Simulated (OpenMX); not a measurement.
The system is GaAs.

```
As Ga
1.0
     0.00000    2.82685    2.82685
     2.82685    0.00000    2.82685
     2.82685    2.82685    0.00000
As Ga
1 1
Direct
  0.75000 0.75000 0.75000
  0.00000 0.00000 0.00000
```

Base run:

```yaml
Program: OpenMX 3.8.5
Functional: PBE
Potentials_or_basis: OpenMX 2013 PBE set, As7.0-s3p2d1, Ga7.0-s2p2d1, grid cutoff 500 Ry
k_mesh: 9 × 9 × 9
Occupations: fermi-dirac, width 0.05 eV
Spin: no spin polarisation
```

Its results: band gap on the k mesh 0.63 eV, direct; pressure 7.0 GPa.

**Question.** The run is repeated on the same cell with these changes: potentials or basis from OpenMX 2013 PBE set, As7.0-s3p2d1, Ga7.0-s2p2d1, grid cutoff 500 Ry to OpenMX 2013 PBE set, As7.0-s3p2d2, Ga7.0-s3p2d2, grid cutoff 500 Ry. What comes out?

**Answer.** Band gap on the k mesh 0.71 eV, direct; pressure 6.0 GPa.

Caveats: the basis of atomic orbitals isn't converged, which shifts pressures, moduli and gaps.

Not every run made on this cell is shown here.
